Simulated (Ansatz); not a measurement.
# Zinc, beta-Sn type under PBE: ground state and equation of state, part 2 of 2

Aim: take zinc in the beta-Sn type structure, relax it, solve it on a dense k-mesh, switch on spin-orbit coupling, then scale the cell to 7 volumes from 88 to 112 % of the relaxed one and try a fit of the equation of state. The k-meshes are 13×13×9 for the relaxation; 24×24×12 for the dense run; 15×15×7 for spin-orbit coupling; 24×24×12 for the volumes.

Ansatz 0.2.0; DFT, PBE, plane waves (420 eV) with PAW, scalar-relativistic. The steps go on from the part before.

## (3) Dense single point

Input file input.yaml:

```yaml
crystal:
  lattice:
    - [-1.9983008462, 1.6737023472, 1.3232559117]
    - [1.6737023472, -1.9983008462, 1.3232559117]
    - [3.3500756182, 3.3500756182, -1.917758657]
  atoms:
    - { symbol: Zn, position: [0.9480152958, 0.0519847042, 1.0] }
    - { symbol: Zn, position: [0.8019847042, 0.1980152958, 0.5] }
hamiltonian:
  xc: pbe
  pseudopotentials:
    kind: paw
    azcp:
      Zn: "pseudopotentials/Zn.paw.azcp"
basis:
  ecutwfc: 420
  fft_grid_basis: typed
kpoints:
  mp_grid: { grid: [24, 24, 12], shift: [0, 0, 0] }
magnetization:
  spin_polarized: false
scf:
  occupations: { method: fermi_dirac, width: 0.1 }
```

Output, cut to the lines that bear on the results:

```text
[...]
Pseudopotentials: kind: paw
Pseudopotential: Zn, paw, valence charge 12, recommended cutoff 420 eV (normal), <dir>
Functional definition: PBE
[...]
Crystal: 2 atoms, lattice volume = 30.270 Å³
Basis set: ecut = 420 eV, 587 PW (Γ)
Bands: 16, of which v1, the nominal top of the filled ones, is band 12 counted from 1 (11 counted from 0)
Symmetry: 4 space group operations
Space group: C2/c (ITA 15), of the structure as read, at distance tolerance 3.1e-5 Å
k-points: 1814 of 6912
[...]
SCF iter   1: F=—  HF=-6638.031420 eV  |F-HF|=—  |Δ(HF+E_count)|=         —  Δρ=1.30e-3  dr2=4.09e-4  ethr=1.77e-3  ⟨swp⟩=5.2  Hψ=142147  notcnv=0
[...]
SCF iter   6: F=-6638.031762 eV  HF=-6638.031762 eV  |F-HF|=6.91e-11  |Δ(HF+E_count)|=   2.66e-8  Δρ=6.28e-7  dr2=5.95e-11  ethr=3.54e-10  ⟨swp⟩=1.1  Hψ=84227  notcnv=0
[...]
SCF converged after 6 iterations
Free energy (F): -6638.031762 eV
[...]
E sigma→0 (E₀):  -6638.023798 eV
Entropy (-TS):   -0.015927 eV (-7.964 meV/atom)
Fermi energy:    11.186623 eV
[...]
```

Wall time 55 s (1 thread of an x86-64 CPU, shared host); peak memory 1.1 GiB.

## (4) A two-component run at the same geometry

Changes to input.yaml since step 3:

```diff
@@ -11,3 +11,3 @@
   pseudopotentials:
-    kind: paw
+    kind: paw_fr
     azcp:
@@ -18,5 +18,6 @@
 kpoints:
-  mp_grid: { grid: [24, 24, 12], shift: [0, 0, 0] }
+  mp_grid: { grid: [15, 15, 7], shift: [0, 0, 0] }
 magnetization:
-  spin_polarized: false
+  noncollinear: true
+  spin_orbit: true
 scf:
```

Output, cut to the lines that bear on the results:

```text
[...]
Pseudopotentials: kind: paw_fr
Pseudopotential: Zn, paw_fr, valence charge 12, recommended cutoff 420 eV (normal), <dir>
[... 1 set-up line as earlier in the session ...]
[...]
non-collinear run that drives no moment, with spin-orbit: no starting moment large enough to seed its density (crystal.atoms[].spin), no starting occupations that ask for one, no magnetisation constraint and no magnetic field, so the semilocal B_xc is pinned to zero
Crystal: 2 atoms, lattice volume = 30.270 Å³
Basis set: ecut = 420 eV, 587 PW (Γ)
Bands: 32, of which v1, the nominal top of the filled ones, is band 24 counted from 1 (23 counted from 0)
Symmetry: 4 space group operations + 4 with time reversal
Magnetic group: BNS 15.86 (UNI 93), of the structure as read, at distance tolerance 3.1e-5 Å
k-points: 424 of 1575
Projection manifold: j_resolved (fully-relativistic pseudo-atomic orbitals)
[...]
SCF iter   1: F=—  HF=-6638.378218 eV  |F-HF|=—  |Δ(HF+E_count)|=         —  Δρ=5.07e-2  dr2=6.91e-1  dr2_m=0.00e0 (ungated)  ethr=3.10e-3  |M|=0.00e0 ∫|m|=0.00e0 μB  |m|>n=0.0e0 m-floor=0.0e0 τ_xc=0.0e0  β_m=0.30  ⟨swp⟩=8.3  Hψ=40196  notcnv=0  defer=82
[...]
SCF iter   7: F=-6638.161062 eV  HF=-6638.161062 eV  |F-HF|=4.98e-9  |Δ(HF+E_count)|=   1.37e-7  Δρ=1.15e-5  dr2=2.42e-8  dr2_m=0.00e0 (ungated)  ethr=4.17e-10  |M|=0.00e0 ∫|m|=0.00e0 μB  |m|>n=0.0e0 m-floor=0.0e0 τ_xc=0.0e0  ⟨swp⟩=2.6  Hψ=15439  notcnv=0
[...]
SCF converged after 7 iterations
Magnetization: |M| = 0.0000 μB,  M = (+0.0000, +0.0000, +0.0000) μB
Absolute magnetization: 0.0000 μB (∫|m|)
  site 0: m = (+0.0000, +0.0000, +0.0000) μB, |m| = 0.0000 μB  (R = 1.10 Å)
  site 1: m = (+0.0000, +0.0000, +0.0000) μB, |m| = 0.0000 μB  (R = 1.10 Å)
Free energy (F): -6638.161062 eV
[...]
E sigma→0 (E₀):  -6638.151425 eV
Entropy (-TS):   -0.019275 eV (-9.637 meV/atom)
Fermi energy:    11.212712 eV
[...]
```

Run time: 77 s. Hardware: 1 thread of an x86-64 CPU, shared host; peak memory 0.96 GiB.

Side by side:

|  | scalar-relativistic | with spin-orbit coupling |
| --- | --- | --- |
| k-mesh | 24×24×12 | 15×15×7 |
| gap on the mesh | none (levels filled in part) | none (levels filled in part) |

The meshes differ, so small differences between the columns need not come from spin-orbit coupling.

## (5) Volume × 0.88

Input file input.yaml:

```yaml
crystal:
  lattice:
    - [-1.9149396709, 1.6038821322, 1.2680549303]
    - [1.6038821322, -1.9149396709, 1.2680549303]
    - [3.2103237679, 3.2103237679, -1.8377573821]
  atoms:
    - { symbol: Zn, position: [0.9480152958, 0.0519847042, 1.0] }
    - { symbol: Zn, position: [0.8019847042, 0.1980152958, 0.5] }
hamiltonian:
  xc: pbe
  pseudopotentials:
    kind: paw
    azcp:
      Zn: "pseudopotentials/Zn.paw.azcp"
basis:
  ecutwfc: 420
  fft_grid_basis: typed
kpoints:
  mp_grid: { grid: [24, 24, 12], shift: [0, 0, 0] }
magnetization:
  spin_polarized: false
scf:
  occupations: { method: fermi_dirac, width: 0.1 }
output:
  stress: true
```

Output, cut to the lines that bear on the results:

```text
[...]
[... 3 set-up lines as earlier in the session ...]
[...]
Crystal: 2 atoms, lattice volume = 26.638 Å³
Basis set: ecut = 420 eV, 521 PW (Γ)
Bands: 16, of which v1, the nominal top of the filled ones, is band 12 counted from 1 (11 counted from 0)
[... 1 set-up line as earlier in the session ...]
Space group: C2/c (ITA 15), of the structure as read, at distance tolerance 3.0e-5 Å
k-points: 1814 of 6912
[...]
SCF iter   1: F=—  HF=-6637.901273 eV  |F-HF|=—  |Δ(HF+E_count)|=         —  Δρ=1.70e-3  dr2=6.18e-4  ethr=1.77e-3  ⟨swp⟩=5.1  Hψ=140011  notcnv=0
[...]
SCF iter   6: F=-6637.901743 eV  HF=-6637.901743 eV  |F-HF|=3.79e-8  |Δ(HF+E_count)|=   7.56e-8  Δρ=1.21e-5  dr2=2.17e-8  ethr=4.17e-10  ⟨swp⟩=3.0  Hψ=122391  notcnv=0
[...]
SCF converged after 6 iterations
Free energy (F): -6637.901743 eV
[...]
E sigma→0 (E₀):  -6637.895273 eV
Entropy (-TS):   -0.012940 eV (-6.470 meV/atom)
Fermi energy:    13.305237 eV
[...]
--- Stress (GPa, compression-positive) ---
       11.814904       2.326184       0.079933
        2.326184      11.814904       0.079933
        0.079933       0.079933      15.460113
  P = ⅓ Tr σ = 13.0300 GPa (130.300 kbar)
```

It took 60 s on 1 thread of an x86-64 CPU, shared host; peak memory 1.1 GiB.

## (6) Volume × 0.92

Changes to input.yaml since step 5:

```diff
@@ -2,5 +2,5 @@
   lattice:
-    - [-1.9149396709, 1.6038821322, 1.2680549303]
-    - [1.6038821322, -1.9149396709, 1.2680549303]
-    - [3.2103237679, 3.2103237679, -1.8377573821]
+    - [-1.9435250744, 1.6278242013, 1.2869839139]
+    - [1.6278242013, -1.9435250744, 1.2869839139]
+    - [3.2582461132, 3.2582461132, -1.8651906412]
   atoms:
```

Output, cut to the lines that bear on the results:

```text
[...]
[... 3 set-up lines as earlier in the session ...]
[...]
Crystal: 2 atoms, lattice volume = 27.849 Å³
Basis set: ecut = 420 eV, 551 PW (Γ)
Bands: 16, of which v1, the nominal top of the filled ones, is band 12 counted from 1 (11 counted from 0)
[... 2 set-up lines as earlier in the session ...]
k-points: 1814 of 6912
[...]
SCF iter   1: F=—  HF=-6637.978242 eV  |F-HF|=—  |Δ(HF+E_count)|=         —  Δρ=1.46e-3  dr2=4.69e-4  ethr=1.77e-3  ⟨swp⟩=5.1  Hψ=141254  notcnv=0
[...]
SCF iter   6: F=-6637.978782 eV  HF=-6637.978782 eV  |F-HF|=5.09e-9  |Δ(HF+E_count)|=   5.58e-8  Δρ=4.40e-6  dr2=2.68e-9  ethr=2.06e-10  ⟨swp⟩=4.6  Hψ=109539  notcnv=0
[...]
SCF converged after 6 iterations
Free energy (F): -6637.978782 eV
[...]
E sigma→0 (E₀):  -6637.971872 eV
Entropy (-TS):   -0.013820 eV (-6.910 meV/atom)
Fermi energy:    12.535199 eV
[...]
--- Stress (GPa, compression-positive) ---
        6.856958       1.572747       0.134416
        1.572747       6.856958       0.134416
        0.134416       0.134416       9.039103
  P = ⅓ Tr σ = 7.5843 GPa (75.843 kbar)
```

Run time: 75 s. Hardware: 1 thread of an x86-64 CPU, shared host; peak memory 1.1 GiB.

## (7) Volume × 0.96

Changes to input.yaml since step 6:

```diff
@@ -2,5 +2,5 @@
   lattice:
-    - [-1.9435250744, 1.6278242013, 1.2869839139]
-    - [1.6278242013, -1.9435250744, 1.2869839139]
-    - [3.2582461132, 3.2582461132, -1.8651906412]
+    - [-1.97129347, 1.651081975, 1.3053718827]
+    - [1.651081975, -1.97129347, 1.3053718827]
+    - [3.3047987758, 3.3047987758, -1.8918398223]
   atoms:
```

Output, cut to the lines that bear on the results:

```text
[...]
[... 3 set-up lines as earlier in the session ...]
[...]
Crystal: 2 atoms, lattice volume = 29.059 Å³
Basis set: ecut = 420 eV, 567 PW (Γ)
Bands: 16, of which v1, the nominal top of the filled ones, is band 12 counted from 1 (11 counted from 0)
[... 2 set-up lines as earlier in the session ...]
k-points: 1814 of 6912
[...]
SCF iter   1: F=—  HF=-6638.018906 eV  |F-HF|=—  |Δ(HF+E_count)|=         —  Δρ=1.32e-3  dr2=3.97e-4  ethr=1.77e-3  ⟨swp⟩=5.1  Hψ=141963  notcnv=0
[...]
SCF iter   6: F=-6638.019413 eV  HF=-6638.019413 eV  |F-HF|=4.87e-9  |Δ(HF+E_count)|=   5.39e-8  Δρ=4.48e-6  dr2=2.76e-9  ethr=4.17e-10  ⟨swp⟩=4.8  Hψ=113184  notcnv=0
[...]
SCF converged after 6 iterations
Free energy (F): -6638.019413 eV
[...]
E sigma→0 (E₀):  -6638.012009 eV
Entropy (-TS):   -0.014808 eV (-7.404 meV/atom)
Fermi energy:    11.832023 eV
[...]
--- Stress (GPa, compression-positive) ---
        3.002994       0.993625       0.171912
        0.993625       3.002994       0.171912
        0.171912       0.171912       4.035872
  P = ⅓ Tr σ = 3.3473 GPa (33.473 kbar)
```

Wall time 54 s (1 thread of an x86-64 CPU, shared host); peak memory 1.1 GiB.

## (8) Volume × 1.0

Changes to input.yaml since step 7:

```diff
@@ -2,5 +2,5 @@
   lattice:
-    - [-1.97129347, 1.651081975, 1.3053718827]
-    - [1.651081975, -1.97129347, 1.3053718827]
-    - [3.3047987758, 3.3047987758, -1.8918398223]
+    - [-1.9983008462, 1.6737023472, 1.3232559117]
+    - [1.6737023472, -1.9983008462, 1.3232559117]
+    - [3.3500756182, 3.3500756182, -1.917758657]
   atoms:
```

Output, cut to the lines that bear on the results:

```text
[...]
[... 3 set-up lines as earlier in the session ...]
[...]
Crystal: 2 atoms, lattice volume = 30.270 Å³
Basis set: ecut = 420 eV, 587 PW (Γ)
Bands: 16, of which v1, the nominal top of the filled ones, is band 12 counted from 1 (11 counted from 0)
[... 2 set-up lines as earlier in the session ...]
k-points: 1814 of 6912
[...]
SCF iter   1: F=—  HF=-6638.031420 eV  |F-HF|=—  |Δ(HF+E_count)|=         —  Δρ=1.30e-3  dr2=4.09e-4  ethr=1.77e-3  ⟨swp⟩=5.2  Hψ=142147  notcnv=0
[...]
SCF iter   6: F=-6638.031762 eV  HF=-6638.031762 eV  |F-HF|=6.55e-11  |Δ(HF+E_count)|=   2.66e-8  Δρ=6.44e-7  dr2=6.30e-11  ethr=3.54e-10  ⟨swp⟩=3.1  Hψ=127270  notcnv=0
[...]
SCF converged after 6 iterations
Free energy (F): -6638.031762 eV
[...]
E sigma→0 (E₀):  -6638.023798 eV
Entropy (-TS):   -0.015927 eV (-7.964 meV/atom)
Fermi energy:    11.186623 eV
[...]
--- Stress (GPa, compression-positive) ---
        0.006899       0.545253       0.190851
        0.545253       0.006899       0.190851
        0.190851       0.190851       0.165090
  P = ⅓ Tr σ = 0.0596 GPa (0.596 kbar)
```

It took 68 s on 1 thread of an x86-64 CPU, shared host; peak memory 1.1 GiB.

## (9) Volume × 1.04

Changes to input.yaml since step 8:

```diff
@@ -2,5 +2,5 @@
   lattice:
-    - [-1.9983008462, 1.6737023472, 1.3232559117]
-    - [1.6737023472, -1.9983008462, 1.3232559117]
-    - [3.3500756182, 3.3500756182, -1.917758657]
+    - [-2.024597294, 1.6957272723, 1.3406691706]
+    - [1.6957272723, -2.024597294, 1.3406691706]
+    - [3.3941606161, 3.3941606161, -1.9429952176]
   atoms:
```

Output, cut to the lines that bear on the results:

```text
[...]
[... 3 set-up lines as earlier in the session ...]
[...]
Crystal: 2 atoms, lattice volume = 31.481 Å³
Basis set: ecut = 420 eV, 619 PW (Γ)
Bands: 16, of which v1, the nominal top of the filled ones, is band 12 counted from 1 (11 counted from 0)
[... 1 set-up line as earlier in the session ...]
Space group: C2/c (ITA 15), of the structure as read, at distance tolerance 3.2e-5 Å
k-points: 1814 of 6912
[...]
SCF iter   1: F=—  HF=-6638.022090 eV  |F-HF|=—  |Δ(HF+E_count)|=         —  Δρ=1.43e-3  dr2=5.14e-4  ethr=1.77e-3  ⟨swp⟩=5.2  Hψ=142607  notcnv=0
[...]
SCF iter   6: F=-6638.022206 eV  HF=-6638.022206 eV  |F-HF|=2.36e-10  |Δ(HF+E_count)|=   1.14e-7  Δρ=3.04e-6  dr2=1.84e-9  ethr=4.17e-10  ⟨swp⟩=4.3  Hψ=105730  notcnv=0
[...]
SCF converged after 6 iterations
Free energy (F): -6638.022206 eV
[...]
E sigma→0 (E₀):  -6638.013626 eV
Entropy (-TS):   -0.017161 eV (-8.580 meV/atom)
Fermi energy:    10.591344 eV
[...]
--- Stress (GPa, compression-positive) ---
       -2.316839       0.197267       0.192188
        0.197267      -2.316839       0.192188
        0.192188       0.192188      -2.793335
  P = ⅓ Tr σ = -2.4757 GPa (-24.757 kbar)
```

Run time: 61 s. Hardware: 1 thread of an x86-64 CPU, shared host; peak memory 1.2 GiB.

## (10) Volume × 1.08

Changes to input.yaml since step 9:

```diff
@@ -2,5 +2,5 @@
   lattice:
-    - [-2.024597294, 1.6957272723, 1.3406691706]
-    - [1.6957272723, -2.024597294, 1.3406691706]
-    - [3.3941606161, 3.3941606161, -1.9429952176]
+    - [-2.0502278287, 1.7171944534, 1.3576414682]
+    - [1.7171944534, -2.0502278287, 1.3576414682]
+    - [3.437129236, 3.437129236, -1.967592705]
   atoms:
```

Output, cut to the lines that bear on the results:

```text
[...]
[... 3 set-up lines as earlier in the session ...]
[...]
Crystal: 2 atoms, lattice volume = 32.692 Å³
Basis set: ecut = 420 eV, 631 PW (Γ)
Bands: 16, of which v1, the nominal top of the filled ones, is band 12 counted from 1 (11 counted from 0)
[... 2 set-up lines as earlier in the session ...]
k-points: 1814 of 6912
[...]
SCF iter   1: F=—  HF=-6637.996027 eV  |F-HF|=—  |Δ(HF+E_count)|=         —  Δρ=1.72e-3  dr2=7.30e-4  ethr=1.77e-3  ⟨swp⟩=5.3  Hψ=141418  notcnv=0
[...]
SCF iter   6: F=-6637.995815 eV  HF=-6637.995815 eV  |F-HF|=5.97e-8  |Δ(HF+E_count)|=   7.91e-8  Δρ=1.59e-5  dr2=4.62e-8  ethr=4.17e-10  ⟨swp⟩=4.3  Hψ=105939  notcnv=0
[...]
SCF converged after 6 iterations
Free energy (F): -6637.995815 eV
[...]
E sigma→0 (E₀):  -6637.986602 eV
Entropy (-TS):   -0.018424 eV (-9.212 meV/atom)
Fermi energy:    10.040148 eV
[...]
--- Stress (GPa, compression-positive) ---
       -4.105964      -0.067747       0.182081
       -0.067747      -4.105964       0.182081
        0.182081       0.182081      -5.018219
  P = ⅓ Tr σ = -4.4100 GPa (-44.100 kbar)
```

Run time: 76 s. Hardware: 1 thread of an x86-64 CPU, shared host; peak memory 1.2 GiB.

## (11) Volume × 1.12

Changes to input.yaml since step 10:

```diff
@@ -2,5 +2,5 @@
   lattice:
-    - [-2.0502278287, 1.7171944534, 1.3576414682]
-    - [1.7171944534, -2.0502278287, 1.3576414682]
-    - [3.437129236, 3.437129236, -1.967592705]
+    - [-2.0752330715, 1.7381379132, 1.3741997033]
+    - [1.7381379132, -2.0752330715, 1.3741997033]
+    - [3.4790495776, 3.4790495776, -1.9915901031]
   atoms:
```

Output, cut to the lines that bear on the results:

```text
[...]
[... 3 set-up lines as earlier in the session ...]
[...]
Crystal: 2 atoms, lattice volume = 33.903 Å³
Basis set: ecut = 420 eV, 647 PW (Γ)
Bands: 16, of which v1, the nominal top of the filled ones, is band 12 counted from 1 (11 counted from 0)
[... 2 set-up lines as earlier in the session ...]
k-points: 1814 of 6912
[...]
SCF iter   1: F=—  HF=-6637.957229 eV  |F-HF|=—  |Δ(HF+E_count)|=         —  Δρ=1.99e-3  dr2=9.65e-4  ethr=1.77e-3  ⟨swp⟩=5.3  Hψ=140462  notcnv=0
[...]
SCF iter   6: F=-6637.956710 eV  HF=-6637.956710 eV  |F-HF|=6.79e-8  |Δ(HF+E_count)|=   4.22e-8  Δρ=1.77e-5  dr2=6.00e-8  ethr=4.17e-10  ⟨swp⟩=4.1  Hψ=102688  notcnv=0
[...]
SCF converged after 6 iterations
Free energy (F): -6637.956710 eV
[...]
E sigma→0 (E₀):  -6637.946898 eV
Entropy (-TS):   -0.019624 eV (-9.812 meV/atom)
Fermi energy:    9.528188 eV
[...]
--- Stress (GPa, compression-positive) ---
       -5.471479      -0.264396       0.166971
       -0.264396      -5.471479       0.166971
        0.166971       0.166971      -6.664756
  P = ⅓ Tr σ = -5.8692 GPa (-58.692 kbar)
```

Wall time 72 s (1 thread of an x86-64 CPU, shared host); peak memory 1.2 GiB.

## (12) The equation of state

The cell was scaled evenly, with its shape and the fractional positions fixed.

| V (Å³/atom) | E − E₀ (meV/atom) | P from the stress (GPa) | P from the fit (GPa) |
| --- | --- | --- | --- |
| 13.319 | 64.2 | 13.03 | 13.02 |
| 13.924 | 25.9 | 7.58 | 7.51 |
| 14.530 | 5.9 | 3.35 | 3.26 |
| 15.135 | 0.0 | 0.06 | -0.02 |
| 15.741 | 5.1 | -2.48 | -2.55 |
| 16.346 | 18.6 | -4.41 | -4.49 |
| 16.951 | 38.4 | -5.87 | -5.98 |

Fit (Birch-Murnaghan, third order): V₀ = 15.132 Å³/atom, B₀ = 72 GPa, B₀′ = 5.5, largest residual 0.05 meV/atom.

The fit is made to E(σ → 0), while the stress belongs to the free energy F; that is one source of the offset between the two pressures.

## (13) Results

The summary covers parts 1 to 2.

```
                      quantity                                              value
space group (spins left aside)                                      C2/c (No. 15)
             conventional cell  a = 2.686 Å, b = 5.193 Å, c = 4.340 Å, β = 90.17°
                        volume                                     15.135 Å³/atom
             shortest distance                                            2.659 Å
               gap on the mesh                       none (levels filled in part)
               relative to hcp                                       +18 meV/atom
                   V₀, B₀, B₀′                        15.132 Å³/atom, 72 GPa, 5.5
```

**Reading.** From the guessed start the volume shrank by 5.2 % in 27 steps. What began as beta-Sn type has relaxed into C2/c. What follows belongs to that structure, not to the type named at the start. The mesh has less symmetry than the lattice, which may have let the distortion in. It lies 18 meV/atom above the element's reference form at the same level (hcp, from a run of its own). No gap shows: it is a metal or semimetal at this level. The total energy of the spin-orbit run (on a coarser mesh) lies -64 meV/atom from the scalar one; mesh and treatment of the core enter this figure, so it is no spin-orbit energy. B₀ comes out at 72 GPa; letting shape and positions relax at each volume could only lower it.
